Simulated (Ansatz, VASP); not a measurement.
# Mn in VASP and in Ansatz

The input INCAR:

```
PREC     = Accurate       # precision mode
ENCUT    = 520            # plane-wave cutoff, eV
EDIFF    = 1E-6           # SCF threshold, eV
ISMEAR   = -1             # smearing method
SIGMA    = 0.1            # smearing width, eV
LREAL    = False          # projectors in reciprocal space
LASPH    = True           # aspherical terms in the spheres
NELM     = 150            # most SCF steps
ALGO     = Normal         # electronic algorithm
ISIF     = 2              # what is computed and relaxed
LWAVE    = False          # write WAVECAR
LCHARG   = False          # write CHGCAR
ISPIN    = 2              # spin polarisation
MAGMOM   = 3              # initial moments
LORBIT   = 11             # projections on sites
LMAXMIX  = 4              # l up to which the mixer works
GGA      = PE             # functional
NBANDS   = 16             # bands
```

File KPOINTS:

```
Automatic mesh
0
Gamma
  16 16 16
```

POSCAR

```
Mn
1.0
    2.2872117664      0.0000000000      0.0000000000
    0.0000000000      2.2872117664      0.0000000000
    0.0000000000      0.0000000000      2.2872117664
Mn
1
Direct
    0.0000000000      0.0000000000      0.0000000000
```

Input for Ansatz:

```yaml
crystal:
  lattice:
    - [2.2872117664, 0.0, 0.0]
    - [0.0, 2.2872117664, 0.0]
    - [0.0, 0.0, 2.2872117664]
  atoms:
    - { symbol: Mn, position: [0.0, 0.0, 0.0], spin: 3.0 }
magnetization:
  spin_polarized: true
kpoints:
  mp_grid: { grid: [16, 16, 16] }
  band_path:
    path:
      - [0.0, 0.0, 0.0]
      - [0.0, 0.5, 0.0]
      - [0.5, 0.5, 0.0]
      - [0.0, 0.0, 0.0]
      - [0.5, 0.5, 0.5]
      - [0.0, 0.5, 0.0]
      - [0.5, 0.5, 0.5]
      - [0.5, 0.5, 0.0]
    npoints: 14
scf:
  occupations: { method: fermi_dirac, width: 0.1 }
hamiltonian:
  xc: pbe
  pseudopotentials: { kind: all_electron, lapw: { basis_error: 0.001 } }
output:
  forces: true
  stress: true
  eigenvalues: true
  populations: true
  dos: { projected: true, de: 0.2, e_range: [-14, 8] }
```

This isn't the form of Mn at room conditions, which is a 58-atom cubic cell.

Alike in both runs: task single point; functional PBE; k mesh 16 × 16 × 16; occupations fermi-dirac, width 0.1 eV; collinear spin.

```csv
,VASP,Ansatz
version,VASP 6.6.1,Ansatz 0.2.0
potentials or method,"VASP PAW PBE potentials, release 64 (Mn_pv)","all-electron LAPW, scalar-relativistic"
plane-wave cutoff (eV),520,see its input
```

|  | VASP | Ansatz | Ansatz less VASP |
| --- | --- | --- | --- |
| pressure (GPa) | 0.2 | 0.1 | -0.08 |
| net moment per atom (μB) | 0.38 | 0.40 | +0.018 |
| size of the moment on the site where the two differ most (μB) | 0.38 | 0.40 | +0.018 |

Site moments also hang on the region over which each program counts them. Ansatz ran all-electron here, so the differences hold the error of VASP's frozen core and of both bases.
